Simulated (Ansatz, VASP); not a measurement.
# One calculation of CaO, two programs

File INCAR:

```
SYSTEM = CaO
PREC = Accurate
ENCUT = 520
EDIFF = 1E-6
ISMEAR = -1
SIGMA = 0.02
LREAL = .FALSE.
LASPH = .TRUE.
NELM = 60
ALGO = Normal
ISIF = 2
LWAVE = .FALSE.
LCHARG = .TRUE.
GGA = PE
LELF = .TRUE.
LVHAR = .TRUE.
NBANDS = 15
```

KPOINTS

```
Automatic mesh
0
G
  8 8 8
  0 0 0
```

Contents of POSCAR:

```
CaO
1.0
    0.0000000000      2.6067317416      2.5963048146
    2.6067317416      0.0000000000      2.5963048146
    2.6067317416      2.6067317416      0.0000000000
Ca O
1 1
Direct
    0.0000000000      0.0000000000      0.0000000000
    0.2500000000      0.2500000000      0.2500000000
```

Input for Ansatz:

```yaml
crystal:
  lattice:
    - [0.0, 2.6067317416, 2.5963048146]
    - [2.6067317416, 0.0, 2.5963048146]
    - [2.6067317416, 2.6067317416, 0.0]
  atoms:
    - { symbol: Ca, position: [0.0, 0.0, 0.0] }
    - { symbol: O, position: [0.25, 0.25, 0.25] }
kpoints:
  mp_grid: { grid: [8, 8, 8] }
  band_path:
    path:
      - [0.0, 0.0, 0.0]
      - [-0.5, -0.5, 0.0]
      - [-0.375, -0.375, 0.25]
      - [-0.375, 0.0, 0.375]
      - [0.0, 0.0, 0.5]
      - [-0.5, -0.25, 0.25]
    npoints: 1
hamiltonian:
  xc: pbe
scf:
  occupations: { method: fermi_dirac, width: 0.02 }
  n_extra_bands: 4
output:
  forces: true
  stress: true
  eigenvalues: true
```

Change from the starting cell: uniaxial_z strain -0.4%.

Alike in both runs: task single point; functional PBE; k mesh 8 × 8 × 8; occupations fermi-dirac, width 0.02 eV; no spin polarisation.

```csv
,VASP,Ansatz
version,VASP 6.6.1,Ansatz 0.2.0
potentials or method,"VASP PAW PBE potentials, release 64 (Ca_sv, O)","plane waves, PAW"
plane-wave cutoff (eV),520,420
valence electrons in the cell,16,16
```

Ansatz gave:

| Quantity | Value |
| --- | --- |
| gap on the k mesh at the Fermi level (eV) | 3.34 |
| pressure (GPa) | 1.7 |

Estimate VASP's values.

gap on the k mesh at the Fermi level (eV): 3.34; pressure (GPa): 2.2.

With one functional, cell and mesh, what is left measures potentials, basis and numerics.

A k mesh can miss the band edges.
